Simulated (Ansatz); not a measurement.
## Te2Mo (P-6m2), an elastic constant from a strain scan

Theory: DFT r2SCAN, scalar-relativistic, plane waves, PAW in Ansatz 0.2.0. The runs took a 500 eV cutoff, a Γ-centred 12×12×2 mesh and Gaussian smearing (0.05 eV). No spin polarisation. Energies are free energies at this smearing, counted from the undisturbed cell; pressure is positive in compression.

The undisturbed cell (relaxed at this level; this form isn't the usual structure):

```yaml
crystal:
  lattice:
    - [3.56126, 0.00000, 0.00000]
    - [-1.78063, 3.08414, 0.00000]
    - [0.00000, 0.00000, 17.52380]
  atoms:
    - { symbol: Te, position: [0.33333, 0.66667, 0.89791] }
    - { symbol: Te, position: [0.33333, 0.66667, 0.10209] }
    - { symbol: Mo, position: [0.00000, 0.00000, 0.00000] }
```

The cell holds layers and no dispersion correction was added, so their binding is poorly described.

The cell is strained by ε times the Voigt pattern (1, 1, 0, 0, 0, 0) (xx, yy, zz, yz, xz, xy; engineering shear) with fractional coordinates fixed. The cell holds 3 atoms in V0 = 192.47 Å³. The stress column is τ = (1/V0) dE/dε, got from the stress tensor σ (compression positive) at each point as −det(1 + εP) σ : P(1 + εP)⁻¹, with P the pattern as a tensor.

| ε | ΔE (meV/atom) | τ (GPa) |
| --- | --- | --- |
| -0.0600 | 137.017 | -12.333 |
| -0.0300 | 31.659 | -5.470 |
| 0.0000 | 0.000 | -0.007 |
| 0.0150 | 6.999 | 2.294 |
| 0.0450 | 58.771 | 6.176 |
| 0.0600 | ? | ? |

Q: Which combination of elastic constants does this scan measure, and how large is it?

A: For small ε, τ = τ0 + Kε with K = pᵀCp, which for this pattern is C11 + C22 + 2 C12 in the Cartesian frame shown. The parabola through τ at ε = -0.0300, 0 and 0.0150 has slope K = 163 GPa at zero. The energies per cell, E = NΔE, of the same two points give K = 2[E(ε₊)/ε₊ − E(ε₋)/ε₋]/[(ε₊ − ε₋)V0] = 169 GPa, in agreement. These are clamped-ion values.

Q: Predict the withheld row at ε = 0.0600 from the harmonic law, and compare.

A: ΔE = V0(τ0 ε + Kε²/2)/N = 117.303 meV/atom and τ = 9.77 GPa. The calculation gives 100.852 meV/atom and 7.80 GPa: the energy lies 14 % below the harmonic value, as bonds soften when stretched.

Forces appear on the atoms along this scan, and letting them relax would lower the energy and soften the response.

Cost: 6 runs of about 6.2 core-minutes in all, on Intel Xeon Processor @ 2.50GHz (Skylake/Cascade Lake) (shared hosts).